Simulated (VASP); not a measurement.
The system is Be.

```
Be
1.0
     0.00000    1.57905    1.57905
     1.57905    0.00000    1.57905
     1.57905    1.57905    0.00000
Be
1
Direct
  0.00000 0.00000 0.00000
```

The cell was built by a generator and needn't be a form met in nature.

Base run:

| Item | Value |
| --- | --- |
| Program | VASP 6.6.1 |
| Functional | PBEsol |
| Potentials or basis | VASP PAW PBE potentials, release 64 (Be) |
| Cutoff | 520 eV |
| k mesh | 14 × 14 × 14 |
| Occupations | fermi-dirac, width 0.05 eV |
| Spin | no spin polarisation |

Its results: pressure -1.0 GPa.

Q: The run is repeated on the same cell with these changes: functional from PBEsol to PW91. What comes out?

A: Pressure -0.2 GPa.

PW91 binds less tightly than PBEsol, so the same cell stands under more pressure.

Caveats: the PAW data sets were made with another functional, which shifts forces and pressure a little.
